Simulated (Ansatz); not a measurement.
**YbHgH2: what a guessed cell relaxes into**

Aim: relax a trial structure of YbHgH2 and see where it ends.

Program: Ansatz 0.2.0. Level of theory: DFT PBE, scalar-relativistic, plane waves, PAW. These are calculated values, not measurements.

**1. The system as given**

The structure is tetragonal, space group P4/mmm (No. 123). Conventional cell: a = 4.737 Å, b = 4.737 Å, c = 3.609 Å, α = 90.00°, β = 90.00°, γ = 90.00°. Yb (site symmetry 4/mmm) has 8 H at 2.98 Å and 4 Hg at 3.35 Å as nearest neighbours. Hg (site symmetry 4/mmm) has 8 H at 2.98 Å and 4 Yb at 3.35 Å as nearest neighbours. H (site symmetry mmm) has 4 Yb at 2.98 Å and 4 Hg at 2.98 Å as nearest neighbours.

As a file:

```xyz
4
Lattice="4.7366 0.0000 0.0000 0.0000 4.7366 0.0000 0.0000 0.0000 3.6092" Properties=species:S:1:pos:R:3 pbc="T T T"
Yb    0.0000    0.0000    1.8046
Hg    2.3683    2.3683    1.8046
H     0.0000    2.3683    0.0000
H     2.3683    0.0000    0.0000
```

Recipe of the guess: random cell by space group and Wyckoff sites (P4/mmm, No. 123). Its size is a rough estimate.

**2. A first look at the guess**

input.yaml

```yaml
crystal:
  lattice:
    - [4.7366401, 0.0, 0.0]
    - [0.0, 4.7366401, 0.0]
    - [0.0, 0.0, 3.60916165]
  atoms:
    - { symbol: Yb, position: [0.0, 0.0, 0.5] }
    - { symbol: Hg, position: [0.5, 0.5, 0.5] }
    - { symbol: H, position: [0.0, 0.5, 0.0] }
    - { symbol: H, position: [0.5, 0.0, 0.0] }
basis:
  ecutwfc: 420
kpoints:
  mp_grid: { grid: [4, 4, 6] }
hamiltonian:
  xc: pbe
scf:
  occupations: { method: gaussian, width: 0.1 }
  lower_state_search: "off"
output:
  forces: true
  stress: true
  eigenvalues: true
```

Command:

```sh
$ ansatz run input.yaml --threads 1 --pin off --max-ram 2560MiB --backend cpu --events-out ev --progress --plain --runs-dir out
```

The session goes on with these runs: a loose first relaxation; spin check on a coarse mesh; final relaxation.

**Question.** What will these runs give? Wanted: conventional cell; volume; energy over the elements; gap on the mesh.

The runs gave:

| quantity | value |
| --- | --- |
| symmetry at the end (tolerance 0.05 Å) | space group P4/mmm (No. 123) |
| conventional cell | a = 4.288 Å, b = 4.288 Å, c = 3.388 Å, α = 90.00°, β = 90.00°, γ = 90.00° |
| volume | 15.57 Å³/atom |
| energy over the elements (uncorrected; H, N, O, F and Cl as molecules) | +0.04 eV/atom |
| gap on the mesh | none (metal) |

What this shows: The space group P4/mmm (No. 123) is kept, and the volume per atom shrinks by 23.1 % from the first guess. The formation energy of this structure is too near zero to say whether it is bound against the elements. No finished test with a distortion of lower symmetry is shown, so the end may be a saddle point. Spin-orbit coupling is left out for Hg, Yb. Where the f shell of Ce or Yb is open, it has no Hubbard U here, which places its levels poorly. Other magnetic orders were not searched.
